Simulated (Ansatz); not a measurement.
**Straining Te$_{2}$Mo**

Computed with DFT r2SCAN, scalar-relativistic, plane waves, PAW (Ansatz 0.2.0). Run with 500 eV cutoff, 12×12×2 k-mesh, Gaussian smearing of 0.02 eV, no spin polarisation.

Reference structure (relaxed):

```yaml
crystal:
  lattice:
    - [3.56126, 0.00000, 0.00000]
    - [-1.78063, 3.08414, 0.00000]
    - [0.00000, 0.00000, 17.52380]
  atoms:
    - { symbol: Te, position: [0.33333, 0.66667, 0.89791] }
    - { symbol: Te, position: [0.33333, 0.66667, 0.10209] }
    - { symbol: Mo, position: [0.00000, 0.00000, 0.00000] }
```

Deformation: all cell vectors scaled alike, the atoms relaxed, all within the symmetry that the strain leaves. Energies are extrapolated to zero smearing. Stress is positive in compression, on the Cartesian axes of the cell above. Gaps are generalised Kohn–Sham gaps over the whole zone.

Spin-orbit coupling is left out, which matters for the bands and energies of heavy elements.

```tsv
strain (%)	ΔE (meV/atom)	a (Å)	b (Å)	c (Å)	σxx (GPa)	σyy (GPa)	σzz (GPa)	gap (eV)
-4.5	54.9	3.401	3.401	16.735	3.50	3.50	0.01	1.20
-3.0	23.7	3.454	3.454	16.998	2.15	2.15	0.00	1.27
-1.5	5.8	3.508	3.508	17.261	1.00	1.00	0.00	1.25
+0.0	0.0	3.561	3.561	17.524	0.00	0.00	0.00	1.12
+1.5	5.4	3.615	3.615	17.787	-0.86	-0.86	0.02	1.00
+3.0	21.1	3.668	3.668	18.050	-1.61	-1.61	0.02	0.90
```

This form isn't the usual stable structure of the compound.